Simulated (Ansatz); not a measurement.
# AlNi: the cost of one run

Computed with Ansatz 0.2.0 (DFT PBE, scalar-relativistic, plane waves, PAW, unless a step's input says otherwise).

## Step 1: The structure to begin with

Symmetry: C2/m, No. 12, monoclinic system. The conventional cell has a = 4.601 Å, b = 2.789 Å, c = 4.111 Å, α = 90.00°, β = 109.27°, γ = 90.00°. Al (site symmetry 2/m) has 6 Ni at 2.48 to 2.53 Å and 6 Al at 2.69 to 2.79 Å as nearest neighbours. Ni (site symmetry 2/m) is surrounded by 6 Al at 2.48 to 2.53 Å and 6 Ni at 2.69 to 2.79 Å.

Cell or atoms stand a little off a more symmetric structure (R-3m at a tolerance of 0.3 Å), so results at this geometry aren't those of that ideal crystal.

As a file:

```cif
data_structure
_symmetry_space_group_name_H-M 'P 1'
_symmetry_Int_Tables_number 1
_cell_length_a 2.6904
_cell_length_b 2.6904
_cell_length_c 4.1111
_cell_angle_alpha 106.389
_cell_angle_beta 106.389
_cell_angle_gamma 62.449
_cell_volume 24.90
loop_
_atom_site_label
_atom_site_type_symbol
_atom_site_fract_x
_atom_site_fract_y
_atom_site_fract_z
_atom_site_occupancy
Al1 Al 0.00000 0.00000 0.00000 1
Ni1 Ni 0.50000 0.50000 0.50000 1
```

This is candidate A: structure listed in a database for this formula (C2/m, No. 12).

(A quick probe on a coarse mesh, which set the mesh and smearing, is not shown.)

## Step 3: Relaxing cell and atoms (candidate A)

Input file input.yaml:

```yaml
crystal:
  lattice:
    - [2.300681, -1.39468, 0.0]
    - [2.300681, 1.39468, 0.0]
    - [-1.356451, 0.0, 3.880838]
  atoms:
    - { symbol: Al, position: [0.0, 0.0, 0.0] }
    - { symbol: Ni, position: [0.5, 0.5, 0.5] }
basis:
  ecutwfc: 420
kpoints:
  mp_grid: { grid: [24, 24, 14] }
hamiltonian:
  xc: pbe
scf:
  occupations: { method: gaussian, width: 0.1 }
output:
  forces: true
  stress: true
  eigenvalues: true
relax:
  adjacent_minimum: "off"
  f_tol: 0.01
  max_steps: 80
  cell: { stress_tol: 0.05 }
```

Started as:

```bash
> ansatz run input.yaml --threads 1 --pin off --max-ram 2560MiB --backend cpu --events-out ev --progress --plain --runs-dir out
```

**Question.** How long does this run take on 1 thread of an x86-64 CPU, shared host, and how much memory does it need?

About 12 min, with a peak of 1.1 GiB.
